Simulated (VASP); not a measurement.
Input of a VASP 6.6.1 run:

The input INCAR:

```
SYSTEM = Pt
ALGO = Fast ; EDIFF = 1E-7
EDIFFG = -0.002 ; ENCUT = 520
GGA = PE ; IBRION = 2
ISIF = 3 ; ISMEAR = 0
ISPIN = 2 ; LASPH = .True.
LCHARG = .False. ; LMAXMIX = 4
LORBIT = 11 ; LREAL = .False.
LWAVE = .False. ; MAGMOM = 1
NELM = 100 ; NSW = 80
PREC = Accurate ; SIGMA = 0.1
```

KPOINTS

```
k-points
0
Gamma
  18 18 18
  0 0 0
```

POSCAR

```
Pt
1.0
    0.0000000000      1.9609000000      1.9609000000
    1.9609000000      0.0000000000      1.9609000000
    1.9609000000      1.9609000000      0.0000000000
Pt
1
Direct
    0.0000000000      0.0000000000      0.0000000000
```

Potentials or basis: VASP PAW PBE potentials, release 64 (Pt).

Launch:

```sh
$ cat potpaw_PBE.64/Pt/POTCAR > POTCAR
$ mpirun -np 1 vasp_std > vasp.out
```

(1) Predict the relaxed cell.

(2) What does it give for the space group after relaxing (to 0.05 Å)?

(3) Estimate the band gap on the k mesh.

## Answers

(1) a = 2.805 Å, b = 2.805 Å, c = 2.805 Å, α = 60.00°, β = 60.00°, γ = 60.00°.

(2) Fm-3m (No. 225).

(3) none (metal or under the smearing width).
